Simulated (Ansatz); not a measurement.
BeO (wurtzite)

Space group P6₃mc (No. 186); a = 2.690 Å, b = 2.690 Å, c = 4.369 Å, α = 90.00°, β = 90.00°, γ = 120.00°

```tsv
atom	site	symmetry	x	y	z
Be	2b	3m.	0.6667	0.3333	0.0015
O	2b	3m.	0.3333	0.6667	0.1237
```

Two coordinates are scanned: the volume, and the ratio of the stretch along z (the conventional c axis) to the stretch across it. Atoms keep their fractional coordinates.

Level of theory: r2SCAN (plane waves to 500 eV, PAW, scalar-relativistic; Ansatz, a first-principles code). k mesh 14×14×8 (Γ-centred), Fermi-Dirac smearing 0.05 eV. The energy includes the smearing's −TS. Stress and pressure are positive under compression. As the atoms are clamped, bonds stretch with the cell, which overstates energies and stresses. BeO was relaxed with its symmetry unable to fall. The PAW data are Ansatz's earlier set. The zero of ΔE is the relaxed starting cell.

ΔE (kJ/mol of atoms), with V/V₀ across and (c/a)/(c/a)₀ down:

| (c/a)/(c/a)₀ \ V/V₀ | 0.960 | 0.980 | 1.000 | 1.020 | 1.040 |
|---|---|---|---|---|---|
| 0.880 | 11.84 | 10.80 | 10.19 | 9.98 | 10.12 |
| 0.940 | 3.34 | 2.64 | 2.36 | 2.45 | 2.88 |
| 1.000 | 0.79 | 0.19 | 0.00 | 0.18 | 0.70 |
| 1.060 | 3.00 | 2.32 | 2.04 | 2.14 | 2.59 |
| 1.120 | 9.05 | 8.14 | 7.65 | 7.54 | 7.79 |

σzz − σxx (GPa), with V/V₀ across and (c/a)/(c/a)₀ down:

| (c/a)/(c/a)₀ \ V/V₀ | 0.960 | 0.980 | 1.000 | 1.020 | 1.040 |
|---|---|---|---|---|---|
| 0.880 | 66.4 | 62.5 | 58.8 | 55.4 | 52.1 |
| 0.940 | 31.4 | 29.6 | 27.9 | 26.3 | 24.8 |
| 1.000 | 0.0 | 0.0 | 0.0 | 0.0 | 0.0 |
| 1.060 | -28.5 | -26.9 | -25.4 | -23.9 | -22.6 |
| 1.120 | -54.6 | -51.5 | -48.6 | -45.9 | -43.4 |

Key numbers:

```
Item                                                                                                                                  Value
--------------------------------------------------------------------------------------  ---------------------------------------------------
Modulus against c/a change at fixed volume, (3/4V)·∂²E/∂(ln c/a)² (fit, atoms clamped)     221 GPa, an upper bound as the atoms could relax
Lowest place on the grid                                                                  V/V₀ = 1.000, (c/a)/(c/a)₀ = 1.000 (0.0 meV/atom)
Highest place on the grid                                                               V/V₀ = 0.960, (c/a)/(c/a)₀ = 0.880 (122.7 meV/atom)
```

(A scan under strain: stresses follow from slopes of the energy per volume, elastic moduli from its curvatures.)
